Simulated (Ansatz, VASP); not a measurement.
**Cross-check of TePb between VASP and Ansatz**

One calculation is typed for both programs; each brings its own data sets and cutoff. How far apart do they land?

Main program and level: Ansatz 0.2.0; plane waves, with VASP 6.6.1 beside it; band structure at r2SCAN-EpsX with an exact-exchange share of 0.033.

## (1) The structure

Symmetry: Fm-3m, No. 225, cubic system. The conventional cell has a = 6.462 Å, b = 6.462 Å, c = 6.462 Å, α = 90.00°, β = 90.00°, γ = 90.00°. Nearest to Te lie 6 Pb at 3.23 Å. Nearest to Pb lie 6 Te at 3.23 Å. Farther neighbours and most contacts between anions are not listed.

Structure file:

```cif
data_structure
_symmetry_space_group_name_H-M 'P 1'
_symmetry_Int_Tables_number 1
_cell_length_a 4.5693
_cell_length_b 4.5693
_cell_length_c 4.5693
_cell_angle_alpha 60.000
_cell_angle_beta 60.000
_cell_angle_gamma 60.000
_cell_volume 67.46
loop_
_atom_site_label
_atom_site_type_symbol
_atom_site_fract_x
_atom_site_fract_y
_atom_site_fract_z
_atom_site_occupancy
Te1 Te 0.50000 0.50000 0.50000 1
Pb2 Pb 0.00000 0.00000 0.00000 1
```

## (2) Ansatz: band structure, r2SCAN-EpsX with an exact-exchange share of 0.033

Ansatz runs on its default PAW (the set named soft_2) files.

Levels along a path test the potential and the projectors away from the mesh points.

The input, input.yaml:

```yaml
crystal:
  lattice:
    - [0.0, 3.231, 3.231]
    - [3.231, 0.0, 3.231]
    - [3.231, 3.231, 0.0]
  atoms:
    - { symbol: Te, position: [0.5, 0.5, 0.5] }
    - { symbol: Pb, position: [0.0, 0.0, 0.0] }
hamiltonian:
  xc: { exchange: r2scan, correlation: r2scan, exx: { coeff: 0.033 } }
  pseudopotentials: { kind: paw }
kpoints:
  mp_grid: { grid: [4, 4, 4] }
  band_path:
    path:
      - [0.0, 0.0, 0.0]
      - [0.5, 0.0, 0.5]
      - [0.5, 0.2, 0.7]
      - [0.4, 0.35, 0.75]
      - [0.15, 0.15, 0.3]
      - [0.2, 0.2, 0.2]
      - [0.5, 0.5, 0.5]
      - [0.55, 0.4, 0.55]
      - [0.6, 0.25, 0.65]
      - [0.5, 0.25, 0.75]
      - [0.5, 0.5, 0.5]
      - [0.375, 0.375, 0.75]
      - [0.5, 0.0, 0.5]
    npoints: 1
scf:
  occupations: { method: gaussian, width: 0.02 }
  n_extra_bands: 7
output:
  forces: true
  stress: true
  eigenvalues: true
```

Run with:

```sh
ansatz run input.yaml --threads 4 --pin off --max-ram 9216MiB --backend cpu --events-out ev --progress --plain --runs-dir out
```

Numbers of over 12 decimals in the logs are rounded to 6 here.

Output:

```text
Warning: output.stress: scf.convergence.dr2_threshold = 1e-7 eV (the SCF's general default) is looser than the 2e-10 eV advised for a printed stress (1e-10 eV for each atom of the cell: 2). What an SCF threshold leaves in a stress goes as its square root, and in the free energy as the threshold itself, and one threshold admits the most on a small cell: [figures from the program's tests cut] Set scf.convergence.dr2_threshold to 2e-10 eV or tighter. The threshold is an SCF's pass mark: one that does not reach it within its budget of iterations ends unconverged, or closes short of it on a stop that the run arms, and scf.convergence.dr2_threshold's page says what that costs each kind of run
Warning: output.stress: scf.exx.energy_threshold = 1e-6 eV is looser than the 2e-8 eV advised for a stress under a hybrid functional (1e-8 eV for each atom of the cell: 2). Every SCF of the exchange loop can meet its threshold on dr2 while the loop round them stops early: no threshold on dr2 bounds what that leaves in the stress. Set scf.exx.energy_threshold to 2e-8 eV or tighter. The threshold is the loop's pass mark: a loop that does not reach it within its budget of cycles ends unconverged, and scf.exx.energy_threshold's page has the law
scf.n_extra_bands = 7 over 15 filled bands (N_el = 30.0): the run solves 22 bands
Engine: ansatz 0.2.0, x86_64-unknown-linux-gnu
Pseudopotentials: kind: paw
Pseudopotential: Te, paw, valence charge 16, recommended cutoff 500 eV (meta_gga), Te.paw.azcp
Pseudopotential: Pb, paw, valence charge 14, recommended cutoff 500 eV (meta_gga), Pb.paw.azcp
Functional definition: unnamed
  parameter a_1 = 0.033
  exchange = (1 - a_1)*r2scan_x + a_1*exact_x
  correlation = r2scan_c
Crystal: 2 atoms, lattice volume = 67.459 Å³
Basis set: ecut = 500 eV, 1687 PW (Γ), exchange–correlation on 144×144×144 points (64 copies of the dense FFT grid, shifted against one another)
Bands: 22, of which v1, the nominal top of the filled ones, is band 15 counted from 1 (14 counted from 0)
Symmetry: 48 space group operations
Space group: Fm-3m (ITA 225), of the structure as read, at distance tolerance 4.1e-5 Å
k-points: 8 of 64
Non-local potential: Te, projectors of the file, l = 0: 2, l = 1: 2, l = 2: 2, l = 3: 2
Non-local potential: Pb, projectors of the file, l = 0: 2, l = 1: 2, l = 2: 2, l = 3: 2
PAW form: soft (Blöchl's): semilocal exchange-correlation on the pseudo side does not see the compensation charge
PAW frozen core: Te, regenerated for the run's functional, and the local potential with it (the file was generated under x = pbe(κ = 0.804, μ = 0.219515), c = pbe(β = 0.066725))
PAW frozen core: Pb, regenerated for the run's functional, and the local potential with it (the file was generated under x = pbe(κ = 0.804, μ = 0.219515), c = pbe(β = 0.066725))
PAW one-centre angular grid: Te, 590 points (default); XC on 160 Gauss nodes
PAW one-centre angular grid: Pb, 590 points (default); XC on 160 Gauss nodes
Initial density: superposition of atomic densities (neutral atoms: chi_scale 0, normalization atom), corrected by the library's trained network
Initial wavefunctions: pseudopotential atomic-orbital guess
Functional: x = r2scan, c = r2scan; τ floored in thin density (d = 2e-4 eV/Å³), warm-up for x = 0.967 r2scan + 0.033 exact, c = r2scan; τ floored in thin density (d = 2e-4 eV/Å³)
SCF iter   1: F=—  HF=-18916.660394 eV  |F-HF|=—  |Δ(HF+E_count)|=         —  Δρ=4.67e-3  dr2=1.05e-2  dr2_τ=9.66e-4  ethr=1.77e-3  ⟨swp⟩=14.8  Hψ=886  notcnv=0
preconditioner: auto → none  [insulator: Δε(μ)=1.001 eV  Ē_g=17.873 eV  σ=0.020 eV  W_gap=1.00  n_scr=14 (ndim 8)  ℏωp=20.2 eV  f_vac=0.014  D(μ)=0.00/eV (n_scr^D=0)]
SCF iter   2: F=—  HF=-18916.665577 eV  |F-HF|=—  |Δ(HF+E_count)|=   5.18e-3  Δρ=1.52e-3  dr2=1.41e-3  dr2_τ=6.71e-5  ethr=3.51e-5  ⟨swp⟩=4.5  Hψ=493  notcnv=0  defer=9
iter 3 solved again at ethr=3.87e-7 eV; its pass at ethr=4.69e-6 eV (dr2=1.16e-4 eV) is discarded
SCF iter   3: F=—  HF=-18916.665841 eV  |F-HF|=—  |Δ(HF+E_count)|=   2.63e-4  Δρ=4.23e-4  dr2=1.19e-4  dr2_τ=6.20e-6  ethr=3.87e-7  ⟨swp⟩=3.4  Hψ=740  notcnv=0  defer=4
SCF iter   4: F=-18916.665844 eV  HF=-18916.665840 eV  |F-HF|=4.55e-6  |Δ(HF+E_count)|=   8.55e-7  Δρ=2.03e-4  dr2=1.85e-5  dr2_τ=3.83e-7  ethr=3.87e-7  ⟨swp⟩=3.8  Hψ=376  notcnv=0  defer=4
SCF 1 stopped early in 4 iterations: F = -18916.665844 eV  dr2 = 1.85e-5
  greatest PAW one-centre occupation: 0.997 electrons in one spin orbital (limit 2), on the Te atom at site 0 (counted from 0), in its partial waves of l = 2
Initial density: handed on by an earlier stage of this run
Initial wavefunctions: those handed on with the density
Functional: x = 0.967 r2scan + 0.033 exact, c = r2scan; τ floored in thin density (d = 2e-4 eV/Å³)
Frozen-core exchange: fock
SCF iter   1: F=—  HF=-18916.322318 eV  |F-HF|=—  |Δ(HF+E_count)|=         —  Δρ=5.07e-4  dr2=2.30e-4  dr2_τ=1.92e-6  ethr=6.16e-7  ⟨swp⟩=7.1  Hψ=713  notcnv=0
preconditioner: auto → none  [insulator: Δε(μ)=1.132 eV  Ē_g=18.119 eV  σ=0.020 eV  W_gap=1.00  n_scr=14 (ndim 8)  ℏωp=20.2 eV  f_vac=0.014  D(μ)=0.00/eV (n_scr^D=0)]
SCF iter   2: F=—  HF=-18916.322303 eV  |F-HF|=—  |Δ(HF+E_count)|=   1.58e-5  Δρ=1.05e-4  dr2=4.94e-6  dr2_τ=2.66e-7  ethr=6.16e-7  ⟨swp⟩=3.1  Hψ=328  notcnv=0
SCF iter   3: F=—  HF=-18916.322322 eV  |F-HF|=—  |Δ(HF+E_count)|=   1.94e-5  Δρ=2.59e-5  dr2=3.34e-7  dr2_τ=1.17e-8  ethr=1.57e-8  ⟨swp⟩=4.2  Hψ=422  notcnv=0
SCF iter   4: F=-18916.322322 eV  HF=-18916.322322 eV  |F-HF|=1.24e-8  |Δ(HF+E_count)|=   1.49e-7  Δρ=4.39e-6  dr2=1.18e-8  dr2_τ=6.47e-10  ethr=1.11e-9  ⟨swp⟩=3.2  Hψ=409  notcnv=0  defer=2
SCF 2 converged in 4 iterations: F = -18916.322322 eV  dr2 = 1.18e-8
hybrid outer 1: dexx = +1.180e-5 eV, tail = 3.59e-8 eV
Frozen-core exchange: fock
SCF iter   1: F=—  HF=-18916.322322 eV  |F-HF|=—  |Δ(HF+E_count)|=         —  Δρ=4.98e-6  dr2=1.71e-8  dr2_τ=6.91e-10  ethr=5.98e-10  ⟨swp⟩=8.4  Hψ=540  notcnv=0
preconditioner: auto → none  [insulator: Δε(μ)=1.132 eV  Ē_g=18.121 eV  σ=0.020 eV  W_gap=1.00  n_scr=14 (ndim 8)  ℏωp=20.2 eV  f_vac=0.014  D(μ)=0.00/eV (n_scr^D=0)]
SCF iter   2: F=-18916.322322 eV  HF=-18916.322322 eV  |F-HF|=4.61e-9  |Δ(HF+E_count)|=   1.38e-8  Δρ=2.26e-6  dr2=1.21e-9  dr2_τ=1.45e-10  ethr=5.69e-11  ⟨swp⟩=3.6  Hψ=346  notcnv=0
SCF 3 converged in 2 iterations: F = -18916.322322 eV  dr2 = 1.21e-9
  Residual-converged pass: ⟨swp⟩=3.6  Hψ=377  notcnv=0  max |occ|·‖R‖ = 2.4e-6 eV (tolerance 2.4e-6 eV)  dr2=1.20e-9  dr2_τ=1.43e-10  dr2_onsite=8.96e-10  max |Δocc| = 0.0e0
hybrid outer 2: dexx = +1.097e-10 eV, tail = 4.60e-9 eV, Δε = 1.10e-4 eV (about 4.73e-5 eV left of the loop's levels)
NSCF: frozen V_eff on 13 k-points
hybrid SCF converged: 2 outer / 6 inner (+4 warm-up), last move |dexx| = 1.10e-10 eV, tail = 4.60e-9 eV
Stability not checked: this state was not tested for a lower state beside it, because the functional holds exact exchange (a hybrid, or Hartree-Fock), whose exchange loop this test does not read (fock_operator; see scf.lower_state_search)
Free energy (F): -18916.322322 eV
Frozen-core exchange: fock
Harris-Foulkes:  -18916.322322 eV  (|F-HF|=4.61e-9)
Internal energy: -18916.322322 eV  (E = F + TS)
E sigma→0 (E₀):  -18916.322322 eV
Fermi energy:    9.091934 eV
--- Per-component energies (eV) ---
  E_band       = -345.497486
  E_kinetic    = 467.594942
  E_local      = -2387.407876  (includes V_loc(G=0)·N_el)
  E_nonlocal   = 40.380456
  E_hartree    = 1257.188511
  E_xc         = -314.471475
  E_vxc        = -249.383013  (∫ρ·V_xc dr)
  E_exx        = -11.724913  (= α·E_x^exact, valence–valence)
  E_paw        = -15116.181954  (= ΣΔE_a)
  E_vpaw       = -724.188930  (= ΣTr[D̂ρ^β])
  E_aug_tail   = -0.000022  (compensation charges beyond the density's cutoff)
  E_vtau       = 16.579257  (kinetic-family band-sum trace: ∫τ·v_τ [+ j·A + Jᵃ·Aᵃ] dr)
  E_ewald      = -2852.919164
  E_core_change = 1.219172  (= ΣΔE_core)
  E_smearing   = -0.000000  (= −TS)
  E_closure    = 0.000000  (closes the sum)
  Σ components = -18916.322322   (vs F -18916.322322, Δ=0.00e0)
--- Forces (eV/Å), atoms counted from 1 ---
  atom   1  Te     0.00000000    -0.00000000     0.00000000
  atom   2  Pb     0.00000000    -0.00000000    -0.00000000
  max |Σ_I F_I| component: 9.10e-29 eV/Å
--- Stress (GPa, compression-positive) ---
        1.511234      -0.000000       0.000000
       -0.000000       1.511234       0.000000
       -0.000000       0.000000       1.511234
  P = ⅓ Tr σ = 1.5112 GPa (15.112 kbar)
--- Band table (eV; the first three rows and the last of 8) ---
  k-point 0: bands = [... 11 lower, 2.8394, 6.9852, 6.9852, 6.9852, 13.0278, 13.0278, 13.0278, 14.8600, ... 3 higher]
  k-point 1: bands = [... 11 lower, 1.2340, 7.1669, 7.1669, 7.8394, 11.0373, 11.2897, 11.2897, 15.0206, ... 3 higher]
  k-point 2: bands = [... 11 lower, -0.4845, 7.4709, 7.4709, 8.5258, 9.6581, 10.0509, 10.0509, 17.6160, ... 3 higher]
  k-point 7: bands = [... 11 lower, 0.1778, 4.4808, 4.4808, 8.0661, 10.5323, 14.2515, 14.2515, 15.9504, ... 3 higher]
```

The job ended after 31 s (4 threads of Intel Xeon Platinum 8375C at 2.90GHz (Ice Lake), shared host; peak memory 1.3 GiB).

## (3) VASP: band structure, r2SCAN-EpsX with an exact-exchange share of 0.033

The same cell, functional, mesh and smearing now go to VASP, with its own data sets and cutoff.

Lines of VASP's logs that name or quote its potential files are left out, and so is its time.

The run reads the wave functions of an earlier VASP run, which isn't shown here.

The input, INCAR:

```
SYSTEM = TePb
PREC = Accurate
ENCUT = 407
EDIFF = 1E-06
NELM = 100
ISMEAR = 0
SIGMA = 0.02
LREAL = .FALSE.
ALGO = Normal
LHFCALC = .TRUE.
AEXX = 0.033
METAGGA = R2SCAN
LASPH = .TRUE.
NBANDS = 16
PRECFOCK = Fast
HFRCUT = -1
LORBIT = 11
LWAVE = .FALSE.
LCHARG = .FALSE.
KPAR = 4
```

The input, POSCAR:

```
TePb
1.0
    0.0000000000      3.2310000000      3.2310000000
    3.2310000000      0.0000000000      3.2310000000
    3.2310000000      3.2310000000      0.0000000000
Te Pb
1 1
Direct
    0.5000000000      0.5000000000      0.5000000000
    0.0000000000      0.0000000000      0.0000000000
```

The input, KPOINTS:

```
Automatic mesh
0
Gamma
4 4 4
0 0 0
```

The input, KPOINTS_OPT:

```
Line mode
6
Line-mode
Reciprocal
  0.00000000   0.00000000   0.00000000 GAMMA
  0.50000000   0.00000000   0.50000000 X

  0.50000000   0.00000000   0.50000000 X
  0.50000000   0.25000000   0.75000000 W

  0.50000000   0.25000000   0.75000000 W
  0.37500000   0.37500000   0.75000000 K

  0.37500000   0.37500000   0.75000000 K
  0.00000000   0.00000000   0.00000000 GAMMA

  0.00000000   0.00000000   0.00000000 GAMMA
  0.50000000   0.50000000   0.50000000 L

  0.50000000   0.50000000   0.50000000 L
  0.62500000   0.25000000   0.62500000 U

  0.62500000   0.25000000   0.62500000 U
  0.50000000   0.25000000   0.75000000 W

  0.50000000   0.25000000   0.75000000 W
  0.50000000   0.50000000   0.50000000 L

  0.50000000   0.50000000   0.50000000 L
  0.37500000   0.37500000   0.75000000 K

  0.62500000   0.25000000   0.62500000 U
  0.50000000   0.00000000   0.50000000 X
```

PAW data sets: Te and Pb_d (PBE family, release 64).

Run with:

```sh
mpirun -np 4 vasp_std
```

Output:

```text
[banner, memory and clock lines left out]
running    4 mpi-ranks, on    1 nodes
 distrk:  each k-point on    1 cores,    4 groups
 distr:  one band on    1 cores,    1 groups

 POSCAR found type information on POSCAR TePb
 POSCAR found :  2 types and       2 ions
|                                                                             |
|               ----> ADVICE to this user running VASP <----                  |
|                                                                             |
|     You enforced a specific xc type in the INCAR file but a different       |
|     [... a line on the potential file left out ...]
|     I HOPE YOU KNOW WHAT YOU ARE DOING!                                     |
|                                                                             |

 LDA part: xc-table for (None), standard interpolation
 found WAVECAR, reading the header
 POSCAR, INCAR and KPOINTS ok, starting setup
 FFT: planning ... GRIDC
 FFT: planning ... GRID_SOFT
 FFT: planning ... GRID
 HFRCUT set to (new)   10.101303
 reading WAVECAR
 the WAVECAR file was read successfully
 initial charge from wavefunction
 entering main loop
       N       E                     dE             d eps       ncg     rms          rms(c)
DAV:   1    -0.805726079979E+02   -0.80573E+02   -0.35596E-01   304   0.680E+00    0.145E+00
DAV:   2    -0.805723908352E+02    0.21716E-03   -0.12968E-02   344   0.117E+00    0.100E+00
DAV:   3    -0.805722371222E+02    0.15371E-03   -0.13398E-03   336   0.392E-01    0.670E-01
DAV:   4    -0.805722869601E+02   -0.49838E-04   -0.26572E-04   368   0.180E-01    0.443E-01
DAV:   5    -0.805723219344E+02   -0.34974E-04   -0.50236E-05   328   0.839E-02    0.281E-01
DAV:   6    -0.805723389754E+02   -0.17041E-04   -0.14709E-05   336   0.440E-02    0.178E-01
DAV:   7    -0.805723466226E+02   -0.76472E-05   -0.47851E-06   336   0.239E-02    0.112E-01
DAV:   8    -0.805723499502E+02   -0.33276E-05   -0.18625E-06   352   0.141E-02    0.700E-02
DAV:   9    -0.805723513774E+02   -0.14272E-05   -0.72975E-07   256   0.861E-03    0.433E-02
DAV:  10    -0.805723519854E+02   -0.60796E-06   -0.40598E-07   224   0.602E-03
   1 F= -.80572352E+02 E0= -.80572352E+02  d E =-.526674E-20
 Start KPOINTS_OPT (optional k-point list driver)
k-point batch [1-8\60]
       N       E                     dE             ncg
DAV:   1     0.333308362625E+03   -0.27508E+04      256
DAV:   2    -0.885787768848E+03   -0.12191E+04      272
DAV:   3    -0.961257836612E+03   -0.75470E+02      360
DAV:   4    -0.963059013892E+03   -0.18012E+01      320
DAV:   5    -0.963129115401E+03   -0.70102E-01      376
DAV:   6    -0.963132282406E+03   -0.31670E-02      376
DAV:   7    -0.963132308469E+03   -0.26064E-04      376
DAV:   8    -0.963132308775E+03   -0.30552E-06      272
[...]
k-point batch [57-60\60]
       N       E                     dE             ncg
DAV:   1     0.253647222067E+04   -0.21858E+04      128
DAV:   2     0.192498112576E+04   -0.61149E+03      136
DAV:   3     0.188663442522E+04   -0.38347E+02      160
DAV:   4     0.188568755479E+04   -0.94687E+00      168
DAV:   5     0.188563427293E+04   -0.53282E-01      200
DAV:   6     0.188563149388E+04   -0.27791E-02      184
DAV:   7     0.188563147498E+04   -0.18899E-04      200
DAV:   8     0.188563147480E+04   -0.17806E-06      144
```

[end of part 1 of 2]

[Lines on the potential files, build, host, timing and source positions are cut from VASP's logs without a mark.]

[Logs are printed without paths, hosts, clocks, repeated set-up lines and the standing remarks that a program may print on its own settings, such as how far it seeks lower states.]

[Hosts, paths, dates, database ids (printed as entryN), source tags and the programs' standing remarks are cut or masked in the printed files.]
